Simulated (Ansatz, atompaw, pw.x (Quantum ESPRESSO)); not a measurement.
# What a changed setting does to a pw.x run (bcc Sr)

Potential: PAW, atompaw 4.2.0.5, PBE; core [Ar] 3d10, reference 4s2 4p6 4d0 5s2 5p0; waves: 4s (bound): rc 1.86 bohr; 5s (bound): rc 1.78 bohr; 4p (bound): rc 2.14 bohr; 5p (bound, empty): rc 2.14 bohr; 4d (bound, empty): rc 2.38 bohr; 4d channel at 2.15 Ry: rc 2.38 bohr; local part: troulliermartins scheme with l = 3 at -0.5 Ry, radius 1.66 bohr; core correction: smooth core density matched at 2.34 bohr; augmentation: besselshape compensation charge, radius 1.94 bohr; PAW radius 2.38 bohr; waves and projectors: custom polynom vanderbiltortho.

The reference run (k-mesh 10³, cutoffs 40/400 Ry, Fermi–Dirac 0.01 Ry, mixing_beta 0.4, conv_thr 1e-9, no spin) gives -0.01 GPa at 54.586 Å³/atom, where all-electron LAPW gives 0.01 GPa. This run, with its own iteration cap, changes k-mesh points per axis to 6.

```
&control
  calculation='scf', prefix='x', pseudo_dir='./', outdir='./tmp', tstress=.true., disk_io='none'
/
&system
  ibrav=0, nat=1, ntyp=1, ecutwfc=40, ecutrho=400, nbnd=12,
  occupations='smearing', smearing='fd', degauss=0.01
/
&electrons
  conv_thr=1e-09, mixing_beta=0.4, electron_maxstep=60
/
ATOMIC_SPECIES
Sr 1.0 Sr.UPF
CELL_PARAMETERS angstrom
  -2.38968373 2.38968373 2.38968373
  2.38968373 -2.38968373 2.38968373
  2.38968373 2.38968373 -2.38968373
ATOMIC_POSITIONS crystal
Sr 0.0000 0.0000 0.0000
K_POINTS automatic
6 6 6 0 0 0
```

```bash
pw.x < Sr.scf.in > Sr.scf.out
```

How does the run end?

It converges in 6 iterations; the free energy moves by +1.5 meV/atom and the pressure by -0.02 GPa.

```
Message from routine setup:
     using ibrav=0 with symmetry is DISCOURAGED, use correct ibrav instead
     lattice parameter (alat)  =       7.8217  a.u.
     unit-cell volume          =     368.3646 (a.u.)^3
     number of electrons       =        10.00
     number of Kohn-Sham states=           12
     kinetic-energy cutoff     =      40.0000  Ry
     charge density cutoff     =     400.0000  Ry
     scf convergence threshold =      1.0E-09
     Exchange-correlation= SLA PW PBX PBC
     number of k points=    16  Fermi-Dirac smearing, width (Ry)=  0.0100
     iteration #  1     ecut=    40.00 Ry     beta= 0.40
     total energy              =    -260.25125267 Ry
     estimated scf accuracy    <       0.00096317 Ry
     iteration #  2     ecut=    40.00 Ry     beta= 0.40
     total energy              =    -260.25153984 Ry
     estimated scf accuracy    <       0.00036773 Ry
     iteration #  3     ecut=    40.00 Ry     beta= 0.40
     total energy              =    -260.25156577 Ry
     estimated scf accuracy    <       0.00000226 Ry
     iteration #  4     ecut=    40.00 Ry     beta= 0.40
     total energy              =    -260.25156727 Ry
     estimated scf accuracy    <       0.00000025 Ry
     iteration #  5     ecut=    40.00 Ry     beta= 0.40
     total energy              =    -260.25156726 Ry
     estimated scf accuracy    <       0.00000007 Ry
     iteration #  6     ecut=    40.00 Ry     beta= 0.40
     the Fermi energy is     5.0782 ev
!    total energy              =    -260.25156727 Ry
     estimated scf accuracy    <          2.9E-10 Ry
     smearing contrib. (-TS)   =      -0.00640915 Ry
     convergence has been achieved in   6 iterations
          total   stress  (Ry/bohr**3)                   (kbar)     P=       -0.28
     Message from routine punch:
     Nothing written, as per user request (disk_io='none')
```

The run took about 12 s on one core of a shared host (Intel(R) Xeon(R) Platinum 8488C, 192 threads, 744 GiB, load 104).
